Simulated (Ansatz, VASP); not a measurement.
## KBr in VASP and in Ansatz

```
K Br
1.0
     0.03583    3.30225    3.30225
     3.30225    0.03583    3.30225
     3.33808    3.33808    0.00000
K Br
1 1
Direct
  0.00000 0.00000 0.00000
  0.50000 0.50000 0.50000
```

Change from the starting cell: shear_xy strain +2.2%.

Alike in both runs: task single point; functional PBE; k mesh 6 × 6 × 6; occupations fermi-dirac, width 0.02 eV; no spin polarisation.

```csv
,VASP,Ansatz
version,VASP 6.6.1,Ansatz 0.2.0
potentials or method,"VASP PAW PBE potentials, release 64 (K_sv, Br)","plane waves, PAW"
plane-wave cutoff (eV),520,420
valence electrons in the cell,16,16
```

```csv
,VASP,Ansatz,Ansatz less VASP
gap on the k mesh at the Fermi level (eV),4.40,4.40,+0.002
pressure (GPa),0.7,0.7,-0.04
largest component of the traceless stress (GPa),0.11,0.11,+0.001
```
